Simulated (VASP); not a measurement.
Input of a VASP 6.6.1 run:

INCAR

```
SYSTEM = TaN
PREC     = Accurate       ! precision mode
ENCUT    = 520            ! plane-wave cutoff, eV
EDIFF    = 1E-6           ! SCF threshold, eV
ISMEAR   = 0              ! smearing method
SIGMA    = 0.1            ! smearing width, eV
LREAL    = .FALSE.        ! projectors in reciprocal space
LASPH    = .TRUE.         ! aspherical terms in the spheres
NELM     = 100            ! most SCF steps
ALGO     = Fast           ! electronic algorithm
ISIF     = 2              ! what is computed and relaxed
LWAVE    = .FALSE.        ! write WAVECAR
LCHARG   = .FALSE.        ! write CHGCAR
LNONCOLLINEAR= .TRUE.         ! non-collinear magnetism
MAGMOM   = 0 0 0 0 0 0    ! initial moments
LORBIT   = 11             ! projections on sites
LSORBIT  = .TRUE.         ! spin-orbit coupling
GGA_COMPAT= .FALSE.      
LMAXMIX  = 4              ! l up to which the mixer works
GGA      = PS             ! functional
IBRION   = 2              ! ionic algorithm
NSW      = 40             ! ionic steps
EDIFFG   = -0.02          ! ionic threshold
```

The input KPOINTS:

```
Automatic mesh
0
G
  7 7 7
  0 0 0
```

POSCAR

```
TaN
1.0
    2.9380000000      0.0000000000      0.0000000000
   -1.4690000000      2.5443826363      0.0000000000
    0.0000000000      0.0000000000      2.8830000000
Ta N
1 1
Direct
    0.0143550000      0.0066370000      0.5067000000
    0.6634240000      0.3185840000      0.0302850000
```

Potentials or basis: VASP PAW PBE potentials, release 64 (Ta_pv, N).

Command:

```bash
$ cat potpaw_PBE.64/Ta_pv/POTCAR potpaw_PBE.64/N/POTCAR > POTCAR
$ mpirun -np 1 vasp_ncl > vasp.out
```

Task: Estimate the energy gained by relaxing.

Result: 26.8 meV/atom.

Final structure:
```
Ta N
1.0
     2.93800    0.00000    0.00000
    -1.46900    2.54438    0.00000
     0.00000    0.00000    2.88300
Ta N
1 1
Direct
  0.00559 0.99598 0.51846
  0.67219 0.32924 0.01853
```
